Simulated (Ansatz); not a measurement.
HgTe (Coloradoite) under changes of volume

One of the cells (33.215 Å³/atom); the others are scaled copies at fixed shape and fractional positions:

```xyz
2
Lattice="0.0000 3.2145 3.2145 3.2145 0.0000 3.2145 3.2145 3.2145 0.0000" Properties=species:S:1:pos:R:3 pbc="T T T"
Hg    0.0000    0.0000    0.0000
Te    4.8217    4.8217    4.8217
```

* Program: Ansatz 0.2.0
* Functional: exchange-only PBE
* Potentials or basis: Ansatz PAW
* Cutoff: 420 eV (not typed: the program's choice for these potentials)
* k mesh: 7 × 7 × 7
* Occupations: fermi-dirac, width 0.05 eV
* Spin: no spin polarisation

| volume (Å³/atom) | energy over the lowest point (meV/atom) | pressure (GPa) |
| --- | --- | --- |
| 31.223 | ? | ? |
| 31.887 | 249.37 | 15.8 |
| 32.551 | 187.52 | 14.1 |
| 33.215 | 132.27 | 12.6 |
| 33.880 | 82.96 | 11.2 |
| 34.544 | 39.03 | 10.0 |
| 35.208 | 0.00 | 8.9 |

Question: What does the run at 31.223 Å³/atom give?

Answer: Energy over the lowest point 318.50 meV/atom; pressure 17.6 GPa.

Worked out: A Birch-Murnaghan fit of order 3 (a polynomial in V^(-2/3)) to the other rows has no minimum within the range. It gives 318.59 meV/atom at 31.223 Å³/atom, against the run's 318.50, and -dE/dV = 17.7 GPa, against 17.6.

Energies are extrapolated to zero smearing.

Caveats: the PAW data sets come from PBE, with cores solved anew for the run's functional, which leaves a small shift of forces and pressure.
